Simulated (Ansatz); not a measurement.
Co: converged, but where?

The cell (2 atoms) is Co as a measured crystal structure (space group Fm-3m, primitive cell doubled). The computed pressure is over 10 GPa in size, so the cell is far from the computed equilibrium volume. Source: COD entry 9012947; the sample's temperature and pressure aren't taken into account, and it need not be the stable phase.

The calculation used Ansatz, DFT, PBE, PAW, plane waves, scalar-relativistic.

```yaml
crystal:
  lattice:
    - [0.0, -1.8074, -1.8074]
    - [-3.6148, -1.8074, -1.8074]
    - [0.0, 1.8074, -1.8074]
  atoms:
    - { symbol: Co, position: [0.0, 0.0, 0.0] }
    - { symbol: Co, position: [0.0, 0.5, 0.5] }
hamiltonian:
  xc: pbe
  pseudopotentials: { kind: paw }
basis:
  ecutwfc: 420
kpoints:
  mp_grid: { grid: [11, 7, 9] }
scf:
  occupations: { method: fermi_dirac, width: 0.05 }
  lower_state_search: "off"
output:
  forces: true
  stress: true
magnetization:
  spin_polarized: true
```

It took 23 s on 2 threads of x86-64 server CPU (shared host), peak memory 0.44 GiB.

The end of the output:

```
SCF converged after 9 iterations
Magnetization: 3.3925 μB (18.6963 up, 15.3037 down)
Absolute magnetization: 3.7359 μB (∫|ρ↑−ρ↓|, with the PAW one-centre terms)
Spin contamination: 0.0634 ħ² per cell (⟨S²⟩ above its minimum at these occupations)
Per-site moments (μB) at R_I (Å): [(1.7739, 1.0543), (1.7739, 1.0543)]
Free energy (F): -10252.194530 eV
Harris-Foulkes:  -10252.194530 eV  (|F-HF|=1.30e-8)
Internal energy: -10252.172482 eV  (E = F + TS)
E sigma→0 (E₀):  -10252.183506 eV
Entropy (-TS):   -0.022048 eV (-11.024 meV/atom)
Fermi energy:    17.006150 eV
--- Forces (eV/Å), atoms counted from 1 ---
  atom   1  Co     0.00000000     0.00000000     0.00000000
  atom   2  Co    -0.00000000     0.00000000     0.00000000
--- Stress (GPa, compression-positive) ---
      -13.838641      -0.075688      -0.075688
       -0.075693     -13.940430      -0.090804
       -0.075693      -0.090804     -13.940430
  P = ⅓ Tr σ = -13.9065 GPa (-139.065 kbar)
```

The mesh has less symmetry than the lattice, which lowers the symmetry of the run.

No moments are typed, so the program seeds parallel moments of its own.

Site moments are taken inside atomic spheres and don't add up to the total.

Question: Has the SCF ended in the lowest solution? If not, by how much is it too high?

Answer: As far as the runs go, yes: it is the lowest of 3 states reached by 11 converged runs, and the next lies 268 meV/atom higher (antiferromagnetic, site moments Co1 1.03, Co2 -1.03 μB, total 0.00 μB per cell, no gap on the k-mesh). That doesn't prove a ground state. States within about 5 meV/atom are too close for this mesh, smearing and search to settle their order. This multiple of the primitive cell fits some opposed orders; other multiples fit others. Orders that need a larger cell or non-collinear spins weren't tried.
